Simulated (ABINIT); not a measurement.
# Pb (Fd-3m) in ABINIT: single point with LDA

Aim: the single point of Pb with LDA.

All numbers are computed with ABINIT 10.8.3 (patched build); they aren't measurements. Logs are shortened: lines on timing, memory, paths and dates and some standing lists are left out, and cuts for length are marked. The log counts tension as positive stress, the text compression.

**1. The structure**

The structure is cubic, space group Fd-3m (No. 227). The conventional cell has a = 6.878 Å, b = 6.878 Å, c = 6.878 Å, α = 90.00°, β = 90.00°, γ = 90.00°. Around Pb (site symmetry -43m) lie 4 Pb at 2.98 Å.

This isn't the form of Pb at room conditions, which is fcc.

**2. Single point, LDA**

run.abi reads:

```
# Pseudopotentials
pp_dirpath "./"
pseudos "Pb.upf"

# Structure
acell 3*1.0 Angstrom
rprim
     0.0000000000     3.4390000555     3.4390000555
     3.4390000555     0.0000000000     3.4390000555
     3.4390000555     3.4390000555     0.0000000000
ntypat 1
znucl 82
natom 2
typat 1 1
xred
     0.2500000000     0.2500000000     0.2500000000
     0.0000000000     0.0000000000     0.0000000000

# Plane-wave basis
ecut 26.0

# k points
kptopt 1
ngkpt 5 5 5
nshiftk 1
shiftk 0.0 0.0 0.0

# Exchange and correlation
ixc 7

# Bands and occupations
nband 18
occopt 3
tsmear 0.05 eV

# SCF cycle
nstep 100
tolvrs 1.0e-10

# Output
iomode 3
prtwf 0
prteig 0
prtebands 0
enunit 1
prtden 1
prtvha 1
prtvclmb 1
prtpot 1
prtelf 1
```

Potentials or basis: PseudoDojo NC SR LDA v0.4.1 standard.

Started as:

```console
abinit run.abi > log 2>&1
```

run.abo:

```text
.Version 10.8.3 of ABINIT
 Symmetries : space group Fd -3 m (#227); Bravais cF (face-center cubic)
================================================================================
 Values of the parameters that define the memory need of the present run
     intxc =       0    ionmov =       0      iscf =       7    lmnmax =       6
     lnmax =       6     mgfft =      45  mpssoang =       3    mqgrid =    3001
     natom =       2  nloc_mem =       1    nspden =       1   nspinor =       1
    nsppol =       1      nsym =      48    n1xccc =    2501    ntypat =       1
    occopt =       3   xclevel =       1
       mpw =        3495          nfft =       91125          nkpt =          10
================================================================================
================================================================================

--------------------------------------------------------------------------------
------------- Echo of variables that govern the present computation ------------
--------------------------------------------------------------------------------
 -outvars: echo values of preprocessed input variables --------
            acell      1.8897261259E+00  1.8897261259E+00  1.8897261259E+00 Bohr
              amu      2.07200000E+02
             ecut      2.60000000E+01 Hartree
           enunit           1
              ixc           7
         kptrlatt        5    0    0      0    5    0      0    0    5
          kptrlen      4.59532310E+01
            natom           2
            nband          18
            ngfft          45      45      45
             nkpt          10
            nstep         100
             nsym          48
           ntypat           1
           occopt           3
        prtebands           0
           prteig           0
           prtelf           1
           prtpot           1
         prtvclmb           1
           prtvha           1
            prtwf           0
            rprim      0.0000000000E+00  3.4390000555E+00  3.4390000555E+00
                       3.4390000555E+00  0.0000000000E+00  3.4390000555E+00
                       3.4390000555E+00  3.4390000555E+00  0.0000000000E+00
          spgroup         227
           tolvrs      1.00000000E-10
           tsmear      1.83746611E-03 Hartree
            typat      1  1
           xangst      1.7195000278E+00  1.7195000278E+00  1.7195000278E+00
                       0.0000000000E+00  0.0000000000E+00  0.0000000000E+00
            xcart      3.2493841259E+00  3.2493841259E+00  3.2493841259E+00
                       0.0000000000E+00  0.0000000000E+00  0.0000000000E+00
             xred      2.5000000000E-01  2.5000000000E-01  2.5000000000E-01
                       0.0000000000E+00  0.0000000000E+00  0.0000000000E+00
            znucl       82.00000

================================================================================

 chkinp: Checking input parameters for consistency.

[... 98 lines left out ...]
force_length_stats: {min:   6.53371651E-31, max:   6.53371651E-31, mean:   6.53371651E-31, }
...

 Integrated electronic density in atomic spheres:
 ------------------------------------------------
 Atom  Sphere_radius  Integrated_density
    1        2.00000         10.06642747
    2        2.00000         10.01645531
================================================================================

 ----iterations are completed or convergence reached----

 Mean square residual over all n,k,spin=   21.605E-09; max=  37.709E-07
 reduced coordinates (array xred) for    2 atoms
       0.250000000000      0.250000000000      0.250000000000
       0.000000000000      0.000000000000      0.000000000000
 rms dE/dt=  5.4103E-30; max dE/dt=  2.1036E-30; dE/dt below (all hartree)
    1      -0.000000000000     -0.000000000000     -0.000000000000
    2      -0.000000000000      0.000000000000     -0.000000000000

 cartesian coordinates (angstrom) at end:
    1      1.71950002775000     1.71950002775000     1.71950002775000
    2      0.00000000000000     0.00000000000000     0.00000000000000

 cartesian forces (hartree/bohr) at end:
    1     -0.00000000000000    -0.00000000000000     0.00000000000000
    2      0.00000000000000     0.00000000000000    -0.00000000000000
 frms,max,avg= 3.7722430E-31 6.2716213E-31   0.000E+00  0.000E+00  0.000E+00 h/b

 cartesian forces (eV/Angstrom) at end:
    1     -0.00000000000000    -0.00000000000000     0.00000000000000
    2      0.00000000000000     0.00000000000000    -0.00000000000000
 frms,max,avg= 1.9397653E-29 3.2249973E-29   0.000E+00  0.000E+00  0.000E+00 e/A
 length scales=  1.889726125908  1.889726125908  1.889726125908 bohr
              =  1.000000000000  1.000000000000  1.000000000000 angstroms
 Fermi (or HOMO) energy (eV) =   2.48362   Average Vxc (eV)=  -9.02522
 Eigenvalues (   eV  ) for nkpt=  10  k points:
 kpt#   1, nband= 18, wtk=  0.00800, kpt=  0.0000  0.0000  0.0000 (reduced coord)
 -14.46502  -14.46502  -14.46502  -14.38476  -14.38476  -13.95375  -13.95375  -13.95375
 -13.92789  -13.92789   -8.51991   -1.37741    3.07740    3.07740    3.07740    5.08402
   5.08402    5.08402
 prteigrs : prtvol=0 or 1, do not print more k-points.

--- !EnergyTerms
iteration_state     : {dtset: 1, }
comment             : Components of total free energy in Hartree
kinetic             :  6.87555593485721E+01
hartree             :  3.58923601874156E+01
xc                  : -3.94708106104623E+01
Ewald energy        : -8.12317331324216E+01
psp_core            :  4.50309012294819E+00
local_psp           : -1.00568520726714E+02
non_local_psp       : -2.83781331790846E+01
internal            : -1.40498187989747E+02
'-kT*entropy'       : -3.96967668993422E-04
total_energy        : -1.40498584957416E+02
total_energy_eV     : -3.82316126229002E+03
band_energy         : -1.11120226280271E+01
...

 Cartesian components of stress tensor (hartree/bohr^3)
  sigma(1 1)=  1.58575164E-05  sigma(3 2)=  0.00000000E+00
  sigma(2 2)=  1.58575164E-05  sigma(3 1)=  0.00000000E+00
  sigma(3 3)=  1.58575164E-05  sigma(2 1)=  0.00000000E+00

-Cartesian components of stress tensor (GPa)         [Pressure= -4.6654E-01 GPa]
- sigma(1 1)=  4.66544241E-01  sigma(3 2)=  0.00000000E+00
- sigma(2 2)=  4.66544241E-01  sigma(3 1)=  0.00000000E+00
- sigma(3 3)=  4.66544241E-01  sigma(2 1)=  0.00000000E+00

== END DATASET(S) ==============================================================
================================================================================

 -outvars: echo values of variables after computation  --------
            acell      1.8897261259E+00  1.8897261259E+00  1.8897261259E+00 Bohr
           etotal     -1.4049858496E+02
            fcart     -2.0231036474E-32 -1.8207932826E-31  6.2716213068E-31
                       2.0231036474E-32  1.8207932826E-31 -6.2716213068E-31
            rprim      0.0000000000E+00  3.4390000555E+00  3.4390000555E+00
                       3.4390000555E+00  0.0000000000E+00  3.4390000555E+00
                       3.4390000555E+00  3.4390000555E+00  0.0000000000E+00
           strten      1.5857516431E-05  1.5857516431E-05  1.5857516431E-05
                       0.0000000000E+00  0.0000000000E+00  0.0000000000E+00
           xangst      1.7195000278E+00  1.7195000278E+00  1.7195000278E+00
                       0.0000000000E+00  0.0000000000E+00  0.0000000000E+00
             xred      2.5000000000E-01  2.5000000000E-01  2.5000000000E-01
                       0.0000000000E+00  0.0000000000E+00  0.0000000000E+00
 Calculation completed.
```

It took 18 s on 1 thread of Arm Neoverse V2, shared host; peak memory 0.08 GiB.

What came out:

| Quantity | Value |
| --- | --- |
| Free energy | -3823.1613 eV |
| Pressure | -0.5 GPa |
| Band gap on the k mesh | none (metal or under the smearing width) |
| Valence electrons inside the program's atomic spheres | Pb 10.07, 10.02 (radii [1.0584] Å) |

The run has no spin-orbit coupling, so splittings on Pb are missing.
